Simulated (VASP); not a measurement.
Runs of VASP 6.6.1 on Ir. Symmetry: Im-3m, No. 229, cubic system. The conventional cell has a = 3.079 Å, b = 3.079 Å, c = 3.079 Å, α = 90.00°, β = 90.00°, γ = 90.00°. Ir (site symmetry m-3m) has 8 Ir at 2.67 Å as nearest neighbours. This isn't the form of Ir at room conditions, which is fcc.

| level | k mesh | cutoff (eV) | smearing | further INCAR settings | gap on the mesh (eV) | pressure (GPa) |
| --- | --- | --- | --- | --- | --- | --- |
| PBEsol | 20 × 20 × 20 | 700 | gaussian 0.1 eV | ALGO = Fast; EDIFF = 1e-06 | none | 0.1 |
| r2SCAN | 20 × 20 × 20 | 520 | gaussian 0.1 eV | ALGO = Normal; EDIFF = 1e-06 | none | 5.2 |
| PBEsol | 20 × 20 × 20 | 900 | gaussian 0.1 eV | ALGO = Fast; EDIFF = 1e-06 | none | 0.1 |
| PBEsol | 20 × 20 × 20 | 520 | gaussian 0.5 eV | ALGO = Fast; EDIFF = 1e-06 | none | 1.9 |
| PBEsol | 28 × 28 × 28 | 520 | gaussian 0.1 eV | ALGO = Fast; EDIFF = 1e-06 | none | (a) |

Alike in all rows: task single point; potentials or basis VASP PAW PBE potentials, release 64 (Ir); no spin polarisation; cell as given.

Task: Estimate the missing entries.

Result: (a) 0.0.

Caveats: the PAW data sets were made with another functional, which shifts forces and pressure a little.

A k mesh can miss the band edges, and the runs leave out spin-orbit coupling on Ir.

A gap of «none» marks a metal or a gap under the smearing width.

Not every run made on this cell is shown here.
